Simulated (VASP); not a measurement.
KF:

```
K F
1.0
     0.00000    2.65441    2.65441
     2.65441    0.00000    2.65441
     2.65441    2.65441    0.00000
K F
1 1
Direct
  0.00000 0.00000 0.00000
  0.50000 0.50000 0.50000
```

The cell is a database's computed one.

Base run:

| Item | Value |
| --- | --- |
| Program | VASP 6.6.1 |
| Functional | PBEsol |
| Potentials or basis | VASP PAW PBE potentials, release 64 (K_sv, F) |
| Cutoff | 520 eV |
| k mesh | 6 × 6 × 6 |
| Occupations | fermi-dirac, width 0.071 eV |
| Spin | no spin polarisation |

Its results: band gap on the k mesh 6.13 eV, direct; pressure 0.0 GPa.

Q: The run is repeated on the same cell with these changes: functional from PBEsol to PBE; occupations from fermi-dirac, width 0.071 eV to gaussian, width 0.1 eV. What comes out?

A: Band gap on the k mesh 6.27 eV, direct; pressure 2.2 GPa.

Caveats: the PAW data sets were made with another functional, which shifts forces and pressure a little (some runs).

